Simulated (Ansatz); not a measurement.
I need a check of forces and pressure against finite differences of Zr (distorted cell). Use Ansatz 0.2.0, Python API. Level of theory (first run): revPBE, PAW, cutoff 540 eV, 7×7×4 k-points, Methfessel-Paxton smearing of 0.05 eV.

```
Zr
1.0
     3.29010    0.00274    0.06053
    -1.64268    2.71968   -0.02465
     0.09639    0.01032    5.04866
Zr
2
Cartesian
  -0.1454 1.8370 1.1419
  1.7402 0.8952 3.8023
```

Script `zr_fdcheck.py`:
```python
"""Forces and pressure of Zr against finite differences of the energy, atoms off their sites."""

import ansatz
import numpy as np

vectors0 = np.array([
    [3.2901, 0.00274, 0.06053],
    [-1.64268, 2.71968, -0.02465],
    [0.09639, 0.01032, 5.04866],
])
sites = [
    ("Zr", (0.28586, 0.6743, 0.22604)),
    ("Zr", (0.66961, 0.32563, 0.7467)),
]


def build(cell):
    crystal = ansatz.Crystal(lattice=ansatz.Lattice.of(cell))
    for symbol, position in sites:
        crystal = crystal.atom(symbol, position)
    return crystal

def solve(crystal):
    return (
        crystal.calculation()
        .occupations("methfessel_paxton", width=0.05)
        .functional("revpbe")
        .mixing("anderson", ndim=12, beta=0.6)
        .basis(540, xc_grid=2)
        .kpoints(7, 7, 4)
        .scf(tolerance=1e-09)
        .forces()
        .stress()
        .run(threads=1)
    ).report


centre = solve(build(vectors0))
start = build(vectors0)
# move one atom both ways along a Cartesian axis
print(f"force on atom 0 along x: analytic {centre['forces_ev_ang'][0][0]:.4f} eV/A")
for h in (0.004, 0.016):
    shift = np.eye(3)[0] * h @ np.linalg.inv(vectors0)
    plus, minus = (solve(start.move(0, to=np.array(sites[0][1]) + sign * shift))["lagrangian_ev"] for sign in (1, -1))
    print(f"  step {h} A: numerical {-(plus - minus) / (2 * h):.4f} eV/A")
# P = -dF/dV; the difference feels the change of the plane-wave count with the cell
volume = abs(np.linalg.det(vectors0))
larger, smaller = (solve(build(vectors0 * (1 + sign * 0.005) ** (1 / 3)))["lagrangian_ev"] for sign in (1, -1))
numerical = -(larger - smaller) / (0.01 * volume) * 160.21766
print(f"pressure: analytic {np.trace(centre['stress_gpa']) / 3:.3f}, numerical {numerical:.3f} GPa")
```

```console
$ python zr_fdcheck.py
DeckWarning: output.stress: scf.convergence.dr2_threshold = 1e-9 eV is looser than the 2e-10 eV advised for a printed stress (1e-10 eV for each atom of the cell: 2). What an SCF threshold leaves in a stress goes as its square root, and in the free energy as the threshold itself, and one threshold admits the most on a small cell: of the crystals measured, under no hybrid functional and no lock of the moments, on runs that ended without the residual-converged pass, on stresses that held no [...]
force on atom 0 along x: analytic 0.1606 eV/A
  step 0.004 A: numerical 0.1606 eV/A
  step 0.016 A: numerical 0.1599 eV/A
pressure: analytic 5.588, numerical 5.590 GPa
```
(Warnings from the package without file and line, shortened.)

Reading the output:
- These settings explore the input space; cutoff and mesh may be short of convergence.
- No spin polarisation was allowed.
- For a metal this k-point mesh is coarse: on a finer one energies can move by several to tens of meV an atom and pressures by half a GPa or more, differences at one mesh by less.
- Pressure is positive in compression.
- The cell is a database structure, distorted on purpose.
- The central difference errs as the square of the step, so the shorter step is the fairer test; what remains comes from the finite grid and the SCF threshold.
- The whole script took 35 s on 1 thread of Arm Neoverse V2 (shared host), peak memory 0.44 GiB.
